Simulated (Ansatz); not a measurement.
# Zr: frozen-core PAW against all-electron methods

```xyz
1
Lattice="-1.7874 1.7874 1.7874 1.7874 -1.7874 1.7874 1.7874 1.7874 -1.7874" Properties=species:S:1:pos:R:3 pbc="T T T"
Zr    0.0000    0.0000    0.0000
```

The cell was built from the bcc type and relaxed in the same program, and has space group Im-3m; it needn't be a known or the stable phase.

Levels of theory: DFT, PBE, PAW with Ansatz's default frozen-core files, scalar-relativistic (Ansatz 0.2.0); DFT, PBE, all-electron PAW with datasets made for the crystal, scalar-relativistic (Ansatz 0.2.0); DFT, PBE, all-electron LAPW, scalar-relativistic (Ansatz 0.2.0).

For PAW: a Γ-centred 16×16×16 k mesh, Fermi–Dirac smearing of 0.05 eV, cutoff 420 eV, no spin polarisation. The crystal-made all-electron datasets (AE datasets) take a cutoff of 240 eV at this cell. LAPW targets a basis error of 0.25 meV/atom. The Ansatz runs share mesh, smearing and spin set-up. Plane-wave (PAW) pressures include the program's estimate of the Pulay term.

Stress and pressure are positive in compression.

Levels count from the Fermi level.

| quantity | PAW | AE datasets | LAPW |
| --- | --- | --- | --- |
| pressure (GPa) | 0.00 | 0.03 | 0.03 |
| highest filled level at H (eV) | -2.606 | -2.605 | -2.605 |
| lowest empty level at H (eV) | 5.761 | 5.761 | 5.761 |
| highest filled level at N (eV) | -0.691 | -0.690 | -0.690 |
| lowest empty level at N (eV) | 1.677 | 1.676 | 1.676 |
| highest filled level at P (eV) | -0.526 | -0.526 | -0.526 |
| lowest empty level at P (eV) | 4.468 | 4.468 | 4.468 |

PAW's pressure differs from the LAPW value by -0.03 GPa. Datasets made for the crystal and LAPW share parts of one code, so their agreement isn't an independent check.
